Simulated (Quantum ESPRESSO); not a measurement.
Runs of Quantum ESPRESSO 7.5 on Hf. It takes space group Fm-3m (No. 225, cubic). The conventional cell has a = 4.440 Å, b = 4.440 Å, c = 4.440 Å, α = 90.00°, β = 90.00°, γ = 90.00°. Around Hf (site symmetry m-3m) lie 12 Hf at 3.14 Å. This isn't the form of Hf at room conditions, which is hcp.

| task | level | potentials or basis | cell | k mesh | cutoff (eV) | SCF threshold | symmetry | form of the LDA correlation | gap on the mesh (eV) | pressure (GPa) | V0 of scaled cells (Å³/atom) | B0 (GPa) |
| --- | --- | --- | --- | --- | --- | --- | --- | --- | --- | --- | --- | --- |
| equation of state | PBEsol | GBRV 1.5 PBEsol | as given | 10 × 10 × 10 | 612 | 2e-10 Ry | - | - | - | - | 21.63 | (a) |
| equation of state | r2SCAN | SG15 PBE 1.2 | as given | 8 × 8 × 8 | 884 | 1e-08 Ry | off | - | - | - | 21.04 | 107 |
| single point | PBEsol | GBRV 1.5 PBEsol | cell strained at random at fixed volume | 10 × 10 × 10 | 612 | 2e-10 Ry | - | - | none | -1.5 | - | - |
| single point | PBEsol | GBRV 1.5 PBEsol | as given | 10 × 10 × 10 | 612 | 2e-10 Ry | - | - | none | -1.6 | - | - |
| equation of state | LDA | GBRV 1.5 LDA | as given | 10 × 10 × 10 | 612 | 2e-10 Ry | - | PZ81 | - | - | (b) | 121 |

Alike in all rows: no spin polarisation; smearing fermi-dirac 0.05 eV.

Question: Estimate the missing entries.

Answer: (a) 111; (b) 20.87.

Caveats: the potentials were made for another functional, which shifts forces and pressure (some runs).

A k mesh can miss the band edges, and the runs leave out spin-orbit coupling on Hf.

A gap of «none» marks a metal or a gap under the smearing width.
